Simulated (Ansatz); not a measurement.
**Cobalt, A15 under revPBE: structure and ground-state energy**

Aim: take cobalt in the A15 structure, relax it, then solve it on a dense k-mesh. The start is ferromagnetic. The k-meshes are 6×6×6 for the relaxation; 8×8×8 for the dense run.

Computed with Ansatz 0.2.0 (DFT revPBE, plane waves (420 eV) with PAW, scalar-relativistic; the PAW data stem from PBE, with regenerated cores, unless a step says otherwise).

### Step 1. The system as given

The structure is cubic, space group Pm-3n (No. 223). Conventional cell: a = 4.458 Å, b = 4.458 Å, c = 4.458 Å, α = 90.00°, β = 90.00°, γ = 90.00°. Co (site symmetry m-3) has 12 Co at 2.49 Å as nearest neighbours. Co (site symmetry -4m2) is surrounded by 6 Co at 2.23 to 2.49 Å.

Structure file:

```cif
data_structure
_symmetry_space_group_name_H-M 'P 1'
_symmetry_Int_Tables_number 1
_cell_length_a 4.4579
_cell_length_b 4.4579
_cell_length_c 4.4579
_cell_angle_alpha 90.000
_cell_angle_beta 90.000
_cell_angle_gamma 90.000
_cell_volume 88.59
loop_
_atom_site_label
_atom_site_type_symbol
_atom_site_fract_x
_atom_site_fract_y
_atom_site_fract_z
_atom_site_occupancy
Co1 Co 0.00000 0.00000 0.00000 1
Co2 Co 0.50000 0.50000 0.50000 1
Co3 Co 0.25000 0.00000 0.50000 1
Co4 Co 0.75000 0.00000 0.50000 1
Co5 Co 0.50000 0.25000 0.00000 1
Co6 Co 0.50000 0.75000 0.00000 1
Co7 Co 0.00000 0.50000 0.25000 1
Co8 Co 0.00000 0.50000 0.75000 1
```

Starting moments (μB): +1.7 ×8.

### Step 2. Relaxation of the cell

Contents of input.yaml:

```yaml
crystal:
  lattice:
    - [4.457857647, 0.0, 0.0]
    - [0.0, 4.457857647, 0.0]
    - [0.0, 0.0, 4.457857647]
  atoms:
    - { symbol: Co, position: [0.0, 0.0, 0.0], spin: 1.7 }
    - { symbol: Co, position: [0.5, 0.5, 0.5], spin: 1.7 }
    - { symbol: Co, position: [0.25, 0.0, 0.5], spin: 1.7 }
    - { symbol: Co, position: [0.75, 0.0, 0.5], spin: 1.7 }
    - { symbol: Co, position: [0.5, 0.25, 0.0], spin: 1.7 }
    - { symbol: Co, position: [0.5, 0.75, 0.0], spin: 1.7 }
    - { symbol: Co, position: [0.0, 0.5, 0.25], spin: 1.7 }
    - { symbol: Co, position: [0.0, 0.5, 0.75], spin: 1.7 }
hamiltonian:
  xc: revpbe
  pseudopotentials:
    kind: paw
    azcp:
      Co: "pseudopotentials/Co.paw.azcp"
basis:
  ecutwfc: 420
  fft_grid_basis: typed
kpoints:
  mp_grid: { grid: [6, 6, 6], shift: [0, 0, 0] }
magnetization:
  spin_polarized: true
scf:
  occupations: { method: fermi_dirac, width: 0.05 }
relax:
  max_steps: 60
  f_tol: 0.01
  cell: {}
```

On the command line:

```sh
$ ansatz run input.yaml --threads 4 --pin off --max-ram 8192MiB --backend cpu --events-out ev --progress --plain --runs-dir out
```

Log:

```text
Warning: RAYON_NUM_THREADS=4 ignored (pool sized by the plan → 4); use --threads N
Engine: ansatz 0.2.0, aarch64-unknown-linux-gnu
Pseudopotentials: kind: paw
Pseudopotential: Co, paw, valence charge 17, recommended cutoff 420 eV (normal), <dir>
Functional definition: revPBE
  parameter kappa = 1.245
  parameter beta = 0.06672455060314922
  exchange = pbe_x(kappa = kappa, mu = beta*pi^2/3)
  correlation = pbe_c(beta = beta)
Crystal: 8 atoms, lattice volume = 88.589 Å³
Basis set: ecut = 420 eV, 1743 PW (Γ), exchange–correlation on 60×60×60 points (8 copies of the dense FFT grid, shifted against one another)
Bands: 90, of which v1, the nominal top of the filled ones, is band 68 counted from 1 (67 counted from 0)
Symmetry: 48 space group operations
Space group: Pm-3n (ITA 223), of the structure as read, at distance tolerance 4.5e-5 Å
Magnetic group: BNS 223.104 (UNI 1606), of the structure as read, at distance tolerance 4.5e-5 Å
k-points: 20 of 216
Non-local potential: Co, projectors of the file, l = 0: 3, l = 1: 2, l = 2: 3, l = 3: 1
PAW form: soft (Blöchl's): semilocal exchange-correlation on the pseudo side does not see the compensation charge
PAW frozen core: Co, regenerated for the run's functional, and the local potential with it (the file was generated under x = pbe(κ = 0.804, μ = 0.2195149727645171), c = pbe(β = 0.06672455060314922))
PAW one-centre angular grid: Co, 590 points (default); XC on 64 Gauss nodes
Initial density: superposition of atomic densities (chi_scale 0.1, normalization cell)
Starting moments: Σ|m| = 13.6 μB on 8 of 8 sites
Initial wavefunctions: pseudopotential atomic-orbital guess
Functional: x = revpbe(κ = 1.245, μ = 0.2195149727645171), c = pbe(β = 0.06672455060314922)
SCF iter   1: F=—  HF=-41032.529295 eV  |F-HF|=—  |Δ(HF+E_count)|=         —  Δρ=1.05e-1 (↑1.52e-2 ↓1.05e-1)  dr2=7.08e0  dr2_m=1.78e0  M=13.882 μB ∫|m|=14.296 μB  β_m=0.30  ethr=3.10e-3  ⟨swp⟩=5.0  Hψ=11203  notcnv=0  defer=88
Mixer restart at iter 1: flushing history
preconditioner: auto → Kerker (q_TF=auto, 2.930 Å⁻¹)  [metal: Δε(μ)=0.012 eV  Ē_g=7.949 eV  σ=0.050 eV  W_gap=0.06  n_scr=32 (ndim 8)  ℏωp=33.5 eV  f_vac=0.000  D(μ)=9.38/eV (n_scr^D=122)]
spin=Collinear: Kerker preconditioning applied to the charge; magnetization (m = ρ↑ − ρ↓) channel mixes plain (no charge-response kernel on spin).
SCF iter   2: F=—  HF=-41030.836000 eV  |F-HF|=—  |Δ(HF+E_count)|=    1.69e0  Δρ=5.25e-2 (↑3.08e-2 ↓5.25e-2)  dr2=5.24e-1  dr2_m=1.34e0  M=14.003 μB ∫|m|=14.600 μB  β_m=0.42  ethr=3.10e-3  ⟨swp⟩=2.5  Hψ=5753  notcnv=0  defer=321
SCF iter   3: F=—  HF=-41034.140807 eV  |F-HF|=—  |Δ(HF+E_count)|=    3.30e0  Δρ=2.85e-2 (↑2.85e-2 ↓1.85e-2)  dr2=9.12e-2  dr2_m=4.23e-1  M=13.972 μB ∫|m|=14.841 μB  β_m=0.64  ethr=3.85e-4  ⟨swp⟩=2.0  Hψ=5355  notcnv=0  defer=321
SCF iter   4: F=—  HF=-41036.236273 eV  |F-HF|=—  |Δ(HF+E_count)|=         —  Δρ=1.75e-2 (↑1.75e-2 ↓7.32e-3)  dr2=3.39e-1  dr2_m=2.31e-2  M=13.846 μB ∫|m|=15.011 μB  β_m=0.64  ethr=6.71e-5  ⟨swp⟩=2.5  Hψ=7094  notcnv=0  defer=324
Mixer restart at iter 4: flushing history
SCF iter   5: F=—  HF=-41036.360169 eV  |F-HF|=—  |Δ(HF+E_count)|=   1.24e-1  Δρ=4.50e-3 (↑3.55e-3 ↓4.50e-3)  dr2=1.51e-2  dr2_m=1.15e-3  M=13.778 μB ∫|m|=15.001 μB  β_m=0.62  ethr=6.71e-5  ⟨swp⟩=2.3  Hψ=7315  notcnv=0  defer=338
SCF iter   6: F=—  HF=-41036.341615 eV  |F-HF|=—  |Δ(HF+E_count)|=   1.86e-2  Δρ=4.14e-3 (↑4.14e-3 ↓3.19e-3)  dr2=3.70e-2  dr2_m=4.42e-4  M=13.745 μB ∫|m|=14.998 μB  β_m=0.65  ethr=1.11e-5  ⟨swp⟩=2.0  Hψ=7030  notcnv=0  defer=338
SCF iter   7: F=—  HF=-41036.341674 eV  |F-HF|=—  |Δ(HF+E_count)|=   5.96e-5  Δρ=1.29e-3 (↑1.29e-3 ↓9.83e-4)  dr2=1.25e-3  dr2_m=1.02e-4  M=13.716 μB ∫|m|=15.003 μB  β_m=0.82  ethr=1.11e-5  ⟨swp⟩=2.4  Hψ=6205  notcnv=0  defer=338
SCF iter   8: F=—  HF=-41036.342528 eV  |F-HF|=—  |Δ(HF+E_count)|=   8.54e-4  Δρ=5.42e-4 (↑4.25e-4 ↓5.42e-4)  dr2=3.03e-4  dr2_m=6.60e-6  M=13.723 μB ∫|m|=15.013 μB  β_m=0.91  ethr=9.17e-7  ⟨swp⟩=2.0  Hψ=6432  notcnv=0  defer=338
SCF iter   9: F=—  HF=-41036.342574 eV  |F-HF|=—  |Δ(HF+E_count)|=   4.56e-5  Δρ=6.28e-4 (↑4.11e-4 ↓6.28e-4)  dr2=5.26e-4  dr2_m=1.16e-5  M=13.723 μB ∫|m|=15.015 μB  β_m=0.65  ethr=2.23e-7  ⟨swp⟩=2.0  Hψ=6354  notcnv=0  defer=338
SCF iter  10: F=—  HF=-41036.342503 eV  |F-HF|=—  |Δ(HF+E_count)|=   7.13e-5  Δρ=7.30e-5 (↑4.14e-5 ↓7.30e-5)  dr2=4.20e-6  dr2_m=5.66e-7  M=13.722 μB ∫|m|=15.016 μB  β_m=0.83  ethr=2.23e-7  ⟨swp⟩=2.0  Hψ=6098  notcnv=0  defer=338
SCF iter  11: F=—  HF=-41036.342502 eV  |F-HF|=—  |Δ(HF+E_count)|=   4.46e-7  Δρ=1.99e-5 (↑9.25e-6 ↓1.99e-5)  dr2=2.64e-7  dr2_m=8.94e-8  M=13.722 μB ∫|m|=15.016 μB  β_m=0.78  ethr=3.09e-9  ⟨swp⟩=2.0  Hψ=6359  notcnv=0  defer=338
SCF iter  12: F=—  HF=-41036.342502 eV  |F-HF|=—  |Δ(HF+E_count)|=   6.30e-8  Δρ=1.32e-5 (↑5.82e-6 ↓1.32e-5)  dr2=1.81e-7  dr2_m=2.06e-8  M=13.722 μB ∫|m|=15.016 μB  β_m=0.89  ethr=1.94e-10  ⟨swp⟩=2.1  Hψ=6335  notcnv=0  defer=338
SCF iter  13: F=—  HF=-41036.342502 eV  |F-HF|=—  |Δ(HF+E_count)|=   4.59e-8  Δρ=2.24e-6 (↑1.33e-6 ↓2.24e-6)  dr2=5.72e-9  dr2_m=3.61e-10  M=13.722 μB ∫|m|=15.016 μB  β_m=0.95  ethr=1.33e-10  ⟨swp⟩=2.0  Hψ=4730  notcnv=0  defer=338
SCF iter  14: F=—  HF=-41036.342502 eV  |F-HF|=—  |Δ(HF+E_count)|=   2.10e-9  Δρ=3.71e-6 (↑1.01e-6 ↓3.71e-6)  dr2=1.29e-8  dr2_m=1.62e-9  M=13.722 μB ∫|m|=15.016 μB  β_m=0.95  ethr=4.20e-12  ⟨swp⟩=2.0  Hψ=5644  notcnv=0  defer=338
SCF iter  15: F=-41036.342502 eV  HF=-41036.342502 eV  |F-HF|=2.11e-8  |Δ(HF+E_count)|=  7.35e-10  Δρ=5.40e-6 (↑7.73e-7 ↓5.40e-6)  dr2=2.59e-8  dr2_m=4.66e-9  M=13.722 μB ∫|m|=15.016 μB  ethr=4.20e-12  ⟨swp⟩=1.0  Hψ=9865  notcnv=0
SCF 1 converged in 15 iterations: F = -41036.342502 eV  dr2 = 2.59e-8
relax step   1: F+E_penalty+E_count = -41036.34250232 eV  Δ(F+E_penalty+E_count) = +0.000e0 eV  max|allowed force component| = 2.790e-17 eV/Å  Δτ_max = 0.0000 Å  P = +5.405 GPa  Ω = 88.589 Å³  (15 SCF iters, dr2 threshold 1.00e-7 eV, accepted)
[... 18 lines left out ...]
relax step   2: F+E_penalty+E_count = -41036.37301833 eV  Δ(F+E_penalty+E_count) = -3.052e-2 eV  max|allowed force component| = 3.365e-17 eV/Å  Δτ_max = 0.0000 Å  P = +2.320 GPa  Ω = 89.924 Å³  energy of the carried Pulay correction = -1.525e-3 eV  (10 SCF iters, dr2 threshold 8.00e-7 eV, accepted)
[... 14 lines left out ...]
relax step   3: F+E_penalty+E_count = -41036.37951205 eV  Δ(F+E_penalty+E_count) = -6.494e-3 eV  max|allowed force component| = 7.405e-17 eV/Å  Δτ_max = 0.0000 Å  P = +0.081 GPa  Ω = 90.955 Å³  energy of the carried Pulay correction = -2.687e-3 eV  (10 SCF iters, dr2 threshold 8.00e-7 eV, accepted)
[... 13 lines left out ...]
relax step   4: F+E_penalty+E_count = -41036.37947962 eV  Δ(F+E_penalty+E_count) = +3.243e-5 eV  max|allowed force component| = 8.441e-17 eV/Å  Δτ_max = 0.0000 Å  P = +0.001 GPa  Ω = 90.993 Å³  energy of the carried Pulay correction = -2.729e-3 eV  (9 SCF iters, dr2 threshold 1.62e-8 eV, accepted)
[... 15 lines left out ...]
relax step   5: F+E_penalty+E_count = -41036.38236091 eV  Δ(F+E_penalty+E_count) = -2.881e-3 eV  max|allowed force component| = 7.120e-17 eV/Å  Δτ_max = 0.0000 Å  P = +0.049 GPa  Ω = 90.993 Å³  stress off target by 4.85e-2 GPa  SCF on the basis re-selected at this cell (its energy is not comparable with the rows above)  (11 SCF iters)
basis re-selected at this cell: Δ(F+E_penalty+E_count) = -2.881e-3 eV, ΔP = +0.047 GPa vs the last step (what re-selecting the basis moved, of the pressure what is left beyond the Pulay correction that the steps carried, after the strain that the cell walked since its last selection, with what the two solves' SCF thresholds leave and, on support functions, any second-order correction that the steps lacked; it is no measure of the basis error at this ecutwfc). The dense FFT grid was sized anew with the basis: this SCF ran on 32×32×32 points, the steps before it on 30×30×30, so part of this shift can come from that change (see relax.cell in the input reference). This SCF's stress stands 4.85e-2 GPa from its target on what of the cell is left free (relax.cell.stress_tol is 5.00e-2 GPa) and its largest allowed force component is 7.12e-17 eV/Å (relax.f_tol is 1.00e-2 eV/Å): within both
SCF converged after 11 iterations
Magnetization: 13.8925 μB (74.9463 up, 61.0537 down)
Absolute magnetization: 15.2506 μB (∫|ρ↑−ρ↓|, with the PAW one-centre terms)
Spin contamination: 0.2515 ħ² per cell (⟨S²⟩ above its minimum at these occupations)
Per-site moments (μB) at R_I (Å): [(1.7626823576464739, 1.037172536619796), (1.7626823576464732, 1.037172536619796), (1.8232855620344277, 0.9276753185111013), (1.8232855620344277, 0.9276753185111013), (1.823285562034427, 0.9276753185111013), (1.8232855620344277, 0.9276753185111013), (1.8232855620344264, 0.9276753185111013), (1.8232855620344268, 0.9276753185111013)]
Free energy (F): -41036.382361 eV
Harris-Foulkes:  -41036.382361 eV  (|F-HF|=0.00e0)
Internal energy: -41036.303015 eV  (E = F + TS)
E sigma→0 (E₀):  -41036.342688 eV
Entropy (-TS):   -0.079345 eV (-9.918 meV/atom)
Fermi energy:    18.048385 eV
--- Per-component energies (eV) ---
  E_band       = -2077.758420
  E_kinetic    = 3618.235363
  E_local      = -23290.868213  (includes V_loc(G=0)·N_el)
  E_nonlocal   = 3635.106944
  E_hartree    = 9752.501397
  E_xc         = -1269.327708
  E_vxc        = -1635.812617  (∫ρ·V_xc dr)
  E_paw        = -12151.715998  (= ΣΔE_a)
  E_vpaw       = -3909.423158  (= ΣTr[D̂ρ^β])
  E_aug_tail   = 0.000781  (compensation charges beyond the density's cutoff)
  E_ewald      = -21329.971950
  E_core_change = -0.263632  (= ΣΔE_core)
  E_smearing   = -0.079345  (= −TS)
  E_closure    = 0.000000  (closes the sum)
  Σ components = -41036.382361   (vs F -41036.382361, Δ=0.00e0)
--- Forces (eV/Å), atoms counted from 1 ---
  atom   1  Co     0.00000000    -0.00000000     0.00000000
  atom   2  Co     0.00000000     0.00000000     0.00000000
  atom   3  Co    -0.00000000     0.00000000     0.00000000
  atom   4  Co     0.00000000    -0.00000000    -0.00000000
  atom   5  Co     0.00000000    -0.00000000     0.00000000
  atom   6  Co    -0.00000000     0.00000000    -0.00000000
  atom   7  Co    -0.00000000    -0.00000000     0.00000000
  atom   8  Co     0.00000000     0.00000000    -0.00000000
  max |Σ_I F_I| component: 3.64e-17 eV/Å
--- Stress (GPa, compression-positive) ---
        0.048518       0.000000      -0.000000
        0.000000       0.048518       0.000000
       -0.000000       0.000000       0.048518
  P = ⅓ Tr σ = 0.0485 GPa (0.485 kbar)
--- Relaxed structure (4 steps of the walk, 4 accepted, 1 SCFs on fresh bases) ---
  F+E_penalty+E_count = -41036.38236091 eV   max|allowed force component| = 7.120e-17 eV/Å   (the final SCF, on the basis selected at the relaxed cell)
  cell:  # Å, volume = 90.9926 Å³
    - [4.4978197261144315, 4.172848212839011e-34, -3.2098832406453924e-35]
    - [3.5308715647099323e-34, 4.4978197261144315, 0.0]
    - [-3.2098832406453924e-35, 0.0, 4.4978197261144315]
  atoms:
    - { symbol: Co, position: [-4.40275102939586e-35, -4.843465616367127e-35, -8.438093408305102e-36] }
    - { symbol: Co, position: [0.49999999999999994, 0.49999999999999994, 0.49999999999999994] }
    - { symbol: Co, position: [0.24999999999999997, 6.182309770484874e-35, 0.49999999999999994] }
    - { symbol: Co, position: [0.7499999999999999, 1.952012275121248e-35, 0.49999999999999994] }
    - { symbol: Co, position: [0.49999999999999994, 0.24999999999999997, 3.1164691654673506e-35] }
    - { symbol: Co, position: [0.49999999999999994, 0.7499999999999999, 7.763045935640694e-36] }
    - { symbol: Co, position: [-4.504008150295521e-35, 0.49999999999999994, 0.24999999999999997] }
    - { symbol: Co, position: [-6.285852208349283e-35, 0.49999999999999994, 0.7499999999999999] }
```

It took 62 s on 4 threads of Arm Neoverse N1, shared host; peak memory 0.64 GiB.

Step by step:

| step | energy change (meV/atom) | largest force (eV/Å) | pressure (GPa) | volume (Å³/atom) |
| --- | --- | --- | --- | --- |
| 1 | 0.00 | 0.0000 | 5.40 | 11.074 |
| 2 | -3.81 | 0.0000 | 2.32 | 11.241 |
| 3 | -4.63 | 0.0000 | 0.08 | 11.369 |
| 4 | -4.62 | 0.0000 | 0.00 | 11.374 |
| 5 | -4.98 | 0.0000 | 0.05 | 11.374 |

Steps that repeat a cell are solved on a basis chosen anew, so their changes of energy are no gain of the relaxation.

Changes in the cell that was computed:

|  | before | after | change |
| --- | --- | --- | --- |
| a (Å) | 4.458 | 4.498 | +0.9 % |
| b (Å) | 4.458 | 4.498 | +0.9 % |
| c (Å) | 4.458 | 4.498 | +0.9 % |
| volume (Å³/atom) | 11.074 | 11.374 | +2.7 % |
| shortest distance (Å) | 2.229 | 2.249 | +0.9 % |
| space group (spins left aside) | Pm-3n | Pm-3n | same |

### Step 3. Single point on a dense mesh

Contents of input.yaml:

```yaml
crystal:
  lattice:
    - [4.4978197261, 0.0, 0.0]
    - [0.0, 4.4978197261, 0.0]
    - [0.0, 0.0, 4.4978197261]
  atoms:
    - { symbol: Co, position: [1.0, 1.0, 1.0], spin: 1.763 }
    - { symbol: Co, position: [0.5, 0.5, 0.5], spin: 1.763 }
    - { symbol: Co, position: [0.25, 0.0, 0.5], spin: 1.823 }
    - { symbol: Co, position: [0.75, 0.0, 0.5], spin: 1.823 }
    - { symbol: Co, position: [0.5, 0.25, 0.0], spin: 1.823 }
    - { symbol: Co, position: [0.5, 0.75, 0.0], spin: 1.823 }
    - { symbol: Co, position: [1.0, 0.5, 0.25], spin: 1.823 }
    - { symbol: Co, position: [1.0, 0.5, 0.75], spin: 1.823 }
hamiltonian:
  xc: revpbe
  pseudopotentials:
    kind: paw
    azcp:
      Co: "pseudopotentials/Co.paw.azcp"
basis:
  ecutwfc: 420
  fft_grid_basis: typed
kpoints:
  mp_grid: { grid: [8, 8, 8], shift: [0, 0, 0] }
magnetization:
  spin_polarized: true
scf:
  occupations: { method: fermi_dirac, width: 0.05 }
```

On the command line:

```sh
$ ansatz run input.yaml --threads 4 --pin off --max-ram 8192MiB --backend cpu --events-out ev --progress --plain --runs-dir out
```

Log, shortened:

```text
Warning: RAYON_NUM_THREADS=4 ignored (pool sized by the plan → 4); use --threads N
[...]
Pseudopotentials: kind: paw
Pseudopotential: Co, paw, valence charge 17, recommended cutoff 420 eV (normal), <dir>
Functional definition: revPBE
[...]
Crystal: 8 atoms, lattice volume = 90.993 Å³
Basis set: ecut = 420 eV, 1791 PW (Γ)
Bands: 91, of which v1, the nominal top of the filled ones, is band 68 counted from 1 (67 counted from 0)
Symmetry: 48 space group operations
Space group: Pm-3n (ITA 223), of the structure as read, at distance tolerance 4.5e-5 Å
Magnetic group: BNS 223.104 (UNI 1606), of the structure as read, at distance tolerance 4.5e-5 Å
k-points: 35 of 512
[...]
Starting moments: Σ|m| = 14.464 μB on 8 of 8 sites
[...]
SCF iter   1: F=—  HF=-41033.148220 eV  |F-HF|=—  |Δ(HF+E_count)|=         —  Δρ=1.13e-1 (↑9.45e-3 ↓1.13e-1)  dr2=6.70e0  dr2_m=2.73e0  M=15.150 μB ∫|m|=15.674 μB  β_m=0.30  ethr=3.10e-3  ⟨swp⟩=5.4  Hψ=20162  notcnv=0  defer=89
[...]
spin=Collinear: Kerker preconditioning applied to the charge; magnetization (m = ρ↑ − ρ↓) channel mixes plain (no charge-response kernel on spin).
[...]
SCF iter  14: F=-41036.400654 eV  HF=-41036.400654 eV  |F-HF|=1.47e-8  |Δ(HF+E_count)|=   5.45e-9  Δρ=3.75e-6 (↑1.06e-6 ↓3.75e-6)  dr2=1.68e-8  dr2_m=1.62e-9  M=13.608 μB ∫|m|=15.013 μB  ethr=3.78e-11  ⟨swp⟩=1.0  Hψ=13875  notcnv=0
[...]
SCF converged after 14 iterations
Magnetization: 13.6084 μB (74.8042 up, 61.1958 down)
Absolute magnetization: 15.0168 μB (∫|ρ↑−ρ↓|, with the PAW one-centre terms)
Spin contamination: 0.2513 ħ² per cell (⟨S²⟩ above its minimum at these occupations)
[...]
Free energy (F): -41036.400654 eV
[...]
E sigma→0 (E₀):  -41036.362364 eV
Entropy (-TS):   -0.076581 eV (-9.573 meV/atom)
Fermi energy:    18.044047 eV
[...]
```

Wall time 29 s (4 threads of Arm Neoverse N1, shared host); peak memory 0.77 GiB.

### Step 4. What came out

| quantity | value |
| --- | --- |
| space group (spins left aside) | Pm-3n (No. 223) |
| conventional cell | a = 4.498 Å |
| volume | 11.374 Å³/atom |
| shortest distance | 2.249 Å |
| gap on the mesh | none (levels filled in part) |
| magnetic state | ferromagnetic, up to 1.79 μB per atom |
| relative to hcp, ferromagnetic | +89 meV/atom |

From the guessed start the volume grew by 2.7 % in 5 steps. It lies 89 meV/atom above the element's reference form at the same level (hcp, ferromagnetic, from a run of its own). It ends ferromagnetic, with up to 1.79 μB per atom. Levels at the Fermi energy are filled in part, as in a metal. The symmetry was held, so the structure may be unstable against distortions that break it.
